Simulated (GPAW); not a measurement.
The system is WC.

```
W C
1.0
     0.00000    2.19268    2.19268
     2.19268    0.00000    2.19268
     2.19268    2.19268    0.00000
W C
1 1
Cartesian
  0.0000 0.0000 0.0000
  2.1927 2.1927 2.1927
```

Measurements of this composition are mostly on another form, of space group No. 187.

* Program: GPAW 26.7.0
* Task: relaxation of cell and atoms
* Functional: PBEsol
* Potentials or basis: PAW data sets generated in the run's folder for this functional
* Cutoff: 800 eV
* Basis: pw
* k mesh: 10 × 10 × 10
* Occupations: fermi-dirac, width 0.05 eV
* Spin: no spin polarisation

At the start: pressure -10.8 GPa; volume 10.54 Å³/atom.

Q: Where does the relaxation end?

A: Over 3 steps the energy falls by 10.1 meV/atom and the volume is 10.23 Å³/atom (-2.9 %); space group Fm-3m (No. 225, to 0.05 Å).

Step by step:
```tsv
step	energy change (eV)	largest force (eV/Å)	pressure (GPa)	volume (Å³)
1	0.0000	0.0000	-10.76	21.08
2	-0.0156	0.0000	-5.35	20.77
3	-0.0201	0.0000	0.19	20.47
```

Final structure:
```
W C
1.0
     0.00000    2.17107    2.17107
     2.17107    0.00000    2.17107
     2.17107    2.17107    0.00000
W C
1 1
Direct
  0.00000 0.00000 0.00000
  0.50000 0.50000 0.50000
```

Caveat: later steps reuse the first step's grids.
